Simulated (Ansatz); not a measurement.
# K started on an F site and F started in the widest void in perovskite KZnF3, 41 atoms, charge +1

How does the host give way around this defect, and what happens to the levels at the gap? The levels of theory are PBEsol, HSE06 and r²SCAN.

All numbers are computed with Ansatz 0.2.0 (PAW, plane waves).

## Step 1: The starting cell

41 atoms (9 K, 8 Zn, 24 F); a = 8.105 Å, b = 8.105 Å, c = 8.105 Å, α = 90.00°, β = 90.00°, γ = 90.00°. All atoms were shaken off their sites by about 0.02 Å along each axis. Defect site 1: (0.250, 0.250, 0.500). Defect site 2: (0.500, 0.500, 0.250).

The runs, in order: (2) PBEsol relaxation at the single k point (¼, ¼, ¼), on 7 threads of Arm Neoverse-V2; (3) HSE06 single point at the single k point (¼, ¼, ¼), on 7 threads of Arm Neoverse-V2; (4) r²SCAN single point at the single k point (¼, ¼, ¼), on 7 threads of Arm Neoverse-V2.

## Step 2: Relaxing the atoms with PBEsol

File in.yaml:

```yaml
crystal:
  lattice:
    - [8.104526, 0.000000, 0.000000]
    - [0.000000, 8.104526, 0.000000]
    - [0.000000, 0.000000, 8.104526]
  atoms:
    - { symbol: K, position: [0.001201, 0.996958, 0.998375] }
    - { symbol: K, position: [0.997609, 0.000852, 0.497955] }
    - { symbol: K, position: [0.994630, 0.501691, 0.999627] }
    - { symbol: K, position: [0.002961, 0.499687, 0.499999] }
    - { symbol: K, position: [0.503532, 0.999892, 0.998059] }
    - { symbol: K, position: [0.500945, 0.999409, 0.498315] }
    - { symbol: K, position: [0.498543, 0.499444, 0.001526] }
    - { symbol: K, position: [0.500017, 0.501500, 0.500966] }
    - { symbol: K, position: [0.251378, 0.254464, 0.497956] }
    - { symbol: Zn, position: [0.247480, 0.247721, 0.252783] }
    - { symbol: Zn, position: [0.243815, 0.246928, 0.751656] }
    - { symbol: Zn, position: [0.253406, 0.750120, 0.251116] }
    - { symbol: Zn, position: [0.247646, 0.750553, 0.745491] }
    - { symbol: Zn, position: [0.751117, 0.246569, 0.252492] }
    - { symbol: Zn, position: [0.750050, 0.251089, 0.748994] }
    - { symbol: Zn, position: [0.752320, 0.750695, 0.252767] }
    - { symbol: Zn, position: [0.749703, 0.748064, 0.748800] }
    - { symbol: F, position: [0.250003, 0.250273, 0.003790] }
    - { symbol: F, position: [0.249668, 0.747649, 0.996339] }
    - { symbol: F, position: [0.251611, 0.743293, 0.503031] }
    - { symbol: F, position: [0.751944, 0.249724, 0.002237] }
    - { symbol: F, position: [0.750749, 0.247428, 0.501418] }
    - { symbol: F, position: [0.751831, 0.749422, 0.001182] }
    - { symbol: F, position: [0.751691, 0.753096, 0.500888] }
    - { symbol: F, position: [0.002519, 0.249769, 0.251122] }
    - { symbol: F, position: [0.000002, 0.246474, 0.752978] }
    - { symbol: F, position: [0.001693, 0.744893, 0.251945] }
    - { symbol: F, position: [0.995751, 0.753209, 0.748408] }
    - { symbol: F, position: [0.499689, 0.252330, 0.252843] }
    - { symbol: F, position: [0.501311, 0.250723, 0.747282] }
    - { symbol: F, position: [0.499510, 0.749248, 0.252876] }
    - { symbol: F, position: [0.501776, 0.752467, 0.750435] }
    - { symbol: F, position: [0.251351, 0.002407, 0.248895] }
    - { symbol: F, position: [0.249290, 0.997509, 0.751055] }
    - { symbol: F, position: [0.250395, 0.503054, 0.248374] }
    - { symbol: F, position: [0.251534, 0.502649, 0.752018] }
    - { symbol: F, position: [0.751402, 0.999500, 0.248107] }
    - { symbol: F, position: [0.752644, 0.002069, 0.749358] }
    - { symbol: F, position: [0.751765, 0.492871, 0.251156] }
    - { symbol: F, position: [0.751066, 0.499276, 0.749418] }
    - { symbol: F, position: [0.498429, 0.499682, 0.249665] }
  symmetry: { detect: false }
kpoints:
  mp_grid: { grid: [1, 1, 1], shift: [0.25, 0.25, 0.25] }
hamiltonian:
  xc: pbesol
total_charge: 1
scf:
  occupations: { method: fermi_dirac, width: 0.01 }
relax:
  f_tol: 0.03
  max_steps: 80
  escape_saddle: false
  adjacent_minimum: "off"
output:
  forces: true
  eigenvalues: true
  populations: true
  charged_corrections: { epsilon: 8 }
```

The run is started by

```
ansatz run in.yaml --threads 7 --pin off --max-ram 13300MiB --runs-dir r --events-out ev --progress --plain
```

Further steps of the session: Single point with HSE06; Single point with r²SCAN.

Before running it: what results should come out? Wanted: for each run, top filled to lowest empty.

As calculated:

| level | time | top filled to lowest empty (eV) |
| --- | --- | --- |
| PBEsol, relaxation | 98 s (7 CPU threads) | 4.56 |
| HSE06 | 81 s (7 CPU threads) | 7.05 |
| r²SCAN | 16 s (7 CPU threads) | 5.34 |

| quantity | value |
| --- | --- |
| relaxation | 22 recorded steps, 9.99 eV gained |
| largest shift | 2.21 Å (F35) |

**What this shows.** The relaxation lowers the energy by 9.99 eV; the largest shift is 2.21 Å (F35). At the same k points, PBEsol gives a spacing 2.49 eV smaller and r²SCAN gives a spacing 1.71 eV smaller than the 7.05 eV of HSE06. In a defect cell this spacing can involve defect levels, so it need not be the gap. The price of HSE06 is about 5.2 times the time of r²SCAN here.
